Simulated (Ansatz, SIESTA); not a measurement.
# Rh: programs and potentials compared

```
CELL_PARAMETERS angstrom
2.69174 0.00000 0.00000
-1.34587 2.33112 0.00000
0.00000 0.00000 8.79807
ATOMIC_POSITIONS crystal
Rh 0.66667 0.33333 0.75000
Rh 0.00000 0.00000 0.50000
Rh 0.33333 0.66667 0.25000
Rh 0.00000 0.00000 0.00000
```

This isn't the form of Rh at room conditions, which is fcc.

Alike in all runs: task band structure; functional PBEsol; k mesh 11 × 11 × 3; occupations fermi-dirac, width 0.05 eV; no spin polarisation; no spin-orbit coupling. Pressure is positive in compression and, in plane waves, holds the error of the finite cutoff, which Ansatz's Pulay term estimates and takes out.

```csv
program and potentials,plane-wave cutoff (eV),notes,pressure (GPa)
"Ansatz, Ansatz PAW",420,"potentials made for PBE, which Ansatz adapts in part",?
"SIESTA, files PseudoDojo sr-pbesol-0.4.1-standard, DZP (energy shift 0.003 Ry; two zetas on semicore shells)",-,atomic basis,-1.22
"Ansatz, all-electron LAPW, scalar-relativistic",-,-,-5.56
```

**Question.** Estimate from the other rows what the run with Ansatz, Ansatz PAW gave.

**Answer.** Pressure -5.55 GPa. Its pressure holds a Pulay term of +0.09 GPa. The other rows, which needn't bracket it: pressure -5.56 to -1.22.
